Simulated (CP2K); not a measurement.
**In under changes of volume**

One of the cells (26.686 Å³/atom); the others are scaled copies at fixed shape and fractional positions:

```
In
1.0
     3.26063    0.00000    0.00000
    -1.08688    3.07415    0.00000
    -1.08688   -1.53708    2.66229
In
1
Direct
  0.00000 0.00000 0.00000
```

This isn't the form of In at room conditions, which is tetragonal.

| Quantity | Value |
| --- | --- |
| Program | CP2K 2026.2 |
| Functional | LDA |
| Potentials or basis | GTH_POTENTIALS In GTH-PADE-q13; TZVP-MOLOPT-PBE-GTH basis |
| Density cutoff | 6123 eV |
| k mesh | 10 × 10 × 10 |
| Occupations | fermi-dirac, width 0.05 eV |
| Spin | no spin polarisation |

| volume (Å³/atom) | energy over the lowest point (meV/atom) | pressure (GPa) |
| --- | --- | --- |
| 25.085 | 0.00 | -0.1 |
| 25.618 | ? | ? |
| 26.152 | 6.76 | -1.8 |
| 26.686 | 14.00 | -2.6 |
| 27.220 | 23.48 | -3.2 |
| 27.753 | 34.99 | -3.8 |
| 28.287 | 48.31 | -4.3 |

**Question.** What does the run at 25.618 Å³/atom give?

**Answer.** Energy over the lowest point 2.00 meV/atom; pressure -1.0 GPa.

Worked out: A Birch-Murnaghan fit of order 3 (a polynomial in V^(-2/3)) to the other rows has its minimum at 24.99 Å³/atom, just outside them, with B0 = V·E''(V) = 44 GPa and B' = 3.9. It gives 2.00 meV/atom at 25.618 Å³/atom, against the run's 2.00, and -dE/dV = -1.0 GPa, against -1.0.

Energies are extrapolated to zero smearing.

Caveats: the basis of atomic orbitals isn't converged, which shifts pressures, moduli and gaps.
